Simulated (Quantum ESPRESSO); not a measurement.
Here is a Quantum ESPRESSO 7.5 calculation.

File pw.in:

```
&CONTROL
  calculation = 'scf'
  prefix = 'pwscf'
  outdir = './tmp'
  pseudo_dir = './pseudo'
  tprnfor = .true.
  tstress = .true.
  disk_io = 'low'
/
&SYSTEM
  ibrav = 0
  nat = 3
  ntyp = 2
  ecutwfc = 70
  nbnd = 20
  occupations = 'smearing'
  smearing = 'mv'
  degauss = 0.01469973
/
&ELECTRONS
  conv_thr = 6d-10
  electron_maxstep = 120
  mixing_beta = 0.5
/
ATOMIC_SPECIES
Ni    58.6934 Ni_ONCV_PBE-1.2.upf
Si    28.0850 Si_ONCV_PBE-1.2.upf
CELL_PARAMETERS angstrom
   0.0000000000    2.7030000000    2.7030000000
   2.7030000000    0.0000000000    2.7030000000
   2.7030000000    2.7030000000    0.0000000000
ATOMIC_POSITIONS crystal
Ni     0.0000000000    0.0000000000    0.0000000000
Si     0.7500000000    0.7500000000    0.7500000000
Si     0.2500000000    0.2500000000    0.2500000000
K_POINTS automatic
6 6 6 0 0 0
```

The input scf2.in:

```
&CONTROL
  calculation = 'scf'
  prefix = 'pwscf'
  outdir = './tmp'
  pseudo_dir = './pseudo'
  tprnfor = .true.
  tstress = .true.
  disk_io = 'low'
/
&SYSTEM
  ibrav = 0
  nat = 3
  ntyp = 2
  ecutwfc = 70
  nbnd = 20
  occupations = 'smearing'
  smearing = 'mv'
  degauss = 0.01469973
/
&ELECTRONS
  conv_thr = 1d-11
  electron_maxstep = 120
  mixing_beta = 0.5
  startingpot = 'file'
  startingwfc = 'file'
/
ATOMIC_SPECIES
Ni    58.6934 Ni_ONCV_PBE-1.2.upf
Si    28.0850 Si_ONCV_PBE-1.2.upf
CELL_PARAMETERS angstrom
   0.0000000000    2.7030000000    2.7030000000
   2.7030000000    0.0000000000    2.7030000000
   2.7030000000    2.7030000000    0.0000000000
ATOMIC_POSITIONS crystal
Ni     0.0000000000    0.0000000000    0.0000000000
Si     0.7500000000    0.7500000000    0.7500000000
Si     0.2500000000    0.2500000000    0.2500000000
K_POINTS automatic
6 6 6 0 0 0
```

The input eels.in:

```
&LR_INPUT
  prefix = 'pwscf'
  outdir = './tmp'
  restart_step = 5000
  restart = .false.
/
&LR_CONTROL
  calculator = 'lanczos'
  approximation = 'RPA_with_CLFE'
  q1 = 0.4867110005
  q2 = 0
  q3 = 0
  itermax = 400
/
```

File spectrum.in:

```
&LR_INPUT
  prefix = 'pwscf'
  outdir = './tmp'
  eels = .true.
  itermax0 = 400
  itermax = 20000
  extrapolation = 'osc'
  epsil = 0.05
  units = 1
  start = 0
  end = 40
  increment = 0.2
/
```

File spectrum_short.in:

```
&LR_INPUT
  prefix = 'pwscf'
  outdir = './tmp'
  eels = .true.
  itermax0 = 266
  itermax = 20000
  extrapolation = 'osc'
  epsil = 0.05
  units = 1
  start = 0
  end = 40
  increment = 0.2
/
```

Potentials or basis: SG15 PBE 1.2.

Launch:

```console
$ OMP_NUM_THREADS=1 pw.x -in pw.in > pw.out
$ OMP_NUM_THREADS=1 pw.x -in scf2.in > scf2.out
$ OMP_NUM_THREADS=1 turbo_eels.x -in eels.in > eels.out
$ OMP_NUM_THREADS=1 turbo_spectrum.x -in spectrum.in > spectrum.out
$ OMP_NUM_THREADS=1 turbo_spectrum.x -in spectrum_short.in > spectrum_short.out
```

Q: Predict the peak of the energy-loss function.

A: 22.2 eV.

Q: What does it give for the band gap on the k mesh?

A: None (metal or under the smearing width).

Q: Estimate the pressure.

A: 4.7 GPa.

Energy-loss function at q = [0.8, 0.0, 0.0] (Å⁻¹, cartesian):
```tsv
energy (eV)	loss
0.0	0.000
1.8	0.008
3.4	0.024
5.2	0.074
7.0	0.106
8.6	0.139
10.4	0.197
12.2	0.292
13.8	0.415
15.6	0.615
17.4	0.949
19.0	1.442
20.8	2.074
22.4	2.260
24.2	1.776
26.0	1.055
27.6	0.638
29.4	0.402
31.2	0.292
32.8	0.243
34.6	0.213
36.4	0.197
38.0	0.189
39.8	0.183
```

Caveat: the k mesh is coarse. Spin polarisation is off, so any magnetic state and its effect on volume and gap are missing.
